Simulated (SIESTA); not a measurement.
HgSe:

```
CELL_PARAMETERS angstrom
0.00000 3.03900 3.03900
3.03900 0.00000 3.03900
3.03900 3.03900 0.00000
ATOMIC_POSITIONS crystal
Hg 0.00000 0.00000 0.00000
Se 0.75000 0.75000 0.75000
```

Base run:

| Item | Value |
| --- | --- |
| Program | SIESTA 5.4.2 |
| Functional | PBE |
| Potentials or basis | PseudoDojo 0.4 standard (PBE files, fully relativistic) |
| Basis | TZP (energy shift 0.002 Ry) |
| Grid cutoff | 800 Ry |
| Energy shift | 0.002 Ry |
| k mesh | 6 × 6 × 6 |
| Occupations | fermi-dirac, width 0.05 eV |
| Spin | non-collinear spin, zero start, spin-orbit coupling |
| Starting moments | [[0.0, 0.0, 0.0], [0.0, 0.0, 0.0]] μB |

Its results: band gap on the k mesh none (metal or under the smearing width); pressure 0.2 GPa; net moment 0.00 μB per cell.

Task: The run is repeated on the same cell with these changes: basis from TZP (energy shift 0.002 Ry) to DZP (energy shift 0.002 Ry). What comes out?

Result: Band gap on the k mesh none (metal or under the smearing width); pressure 1.1 GPa; net moment 0.00 μB per cell.

Caveats: semicore shells carry a single zeta, which can move pressures by several GPa and volumes by a few percent; the valence orbitals were made in a potential fitted to the semicore shell under them, which widens gaps by tenths of an eV or more; the basis of atomic orbitals isn't converged, which shifts pressures, moduli and gaps.
